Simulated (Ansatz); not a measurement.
## PtS2 in Ansatz: the effect of functional

PtS2:

```
Pt S
1.0
     3.56667    0.00000    0.00000
    -1.78333    3.08882    0.00000
     0.00000    0.00000    5.07217
Pt S
1 2
Cartesian
  0.0000 0.0000 0.0000
  1.7833 1.0296 3.9208
  0.0000 2.0592 1.1514
```

The cell isn't the ideal one: volume scaled by 1.02.

Alike in all runs:

```yaml
Program: Ansatz 0.2.0
Task: single point
Potentials_or_basis: Ansatz PAW
k_mesh: 9 × 9 × 5
Occupations: fermi-dirac, width 0.05 eV
Spin: no spin polarisation
```

One run gave: gap on the mesh 0.88 eV; pressure 0.5 GPa; largest force 0.51 eV/Å. Which functional did it use?
A. r2SCAN
B. PBEsol
C. LDA

C.

```csv
functional,cutoff,gap on the mesh (eV),pressure (GPa),largest force (eV/Å)
LDA,420 eV (not typed: the program's choice for these potentials),0.88,0.5,0.51
PBEsol,420 eV (not typed: the program's choice for these potentials),0.93,3.2,0.65
r2SCAN,500 eV (not typed: the program's choice for these potentials),1.17,5.9,0.91
```

Caveats: odd divisions of the mesh miss points on the zone boundary, where band edges often lie, so the gap on the mesh can be too wide; spin-orbit coupling is left out, which moves the levels of the heavy elements; the PAW data sets come from PBE, with cores solved anew for the run's functional, which leaves a small shift of forces and pressure.

A k mesh can miss the band edges.

Runs at the PBE level aren't shown here.
